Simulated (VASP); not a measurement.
Wanted: the native input for a VASP 6.6.1 run.

```
Task                   : relaxation of cell and atoms
Functional             : PBE
Potentials or basis    : VASP PAW PBE potentials, release 64 (Ta_pv)
Cutoff                 : 520 eV
k mesh                 : 18 × 18 × 18
Occupations            : methfessel-paxton, width 0.2 eV
Spin                   : no spin polarisation
Further INCAR settings : ALGO = Normal; EDIFF = 1e-07; IBRION = 2; EDIFFG = -0.002; NSW = 80; ISIF = 3
```

The structure of Ta lies in POSCAR:

```
Ta                                      
1.0
   -1.6594397620      1.6594397620      1.6594397620
    1.6594397620     -1.6594397620      1.6594397620
    1.6594397620      1.6594397620     -1.6594397620
  Ta            
     1
Direct
     0.0000000000000000    0.0000000000000000    0.0000000000000000
```

The input as run:

INCAR

```
PREC = Accurate
ENCUT = 520
EDIFF = 1E-7
ISMEAR = 1
SIGMA = 0.2
LREAL = F
LASPH = T
NELM = 80
ALGO = Normal
ISIF = 3
LWAVE = F
LCHARG = F
GGA = PE
IBRION = 2
NSW = 80
EDIFFG = -0.002
```

KPOINTS

```
Automatic mesh
0
Gamma
  18 18 18
```

Potentials or basis: VASP PAW PBE potentials, release 64 (Ta_pv).

Command:

```console
$ cat potpaw_PBE.64/Ta_pv/POTCAR > POTCAR
$ mpirun -np 1 vasp_std > vasp.out
```

Results of the run:

```
Pressure after relaxing : 0.0 GPa
Band gap on the k mesh  : none (metal or under the smearing width)
```

Caveat: the relaxation stopped at its first step, so nothing moved.

Wall time 22 s on 1 thread of AMD EPYC 7R13 Processor (Zen 3) (shared host), peak memory 0.13 GiB.
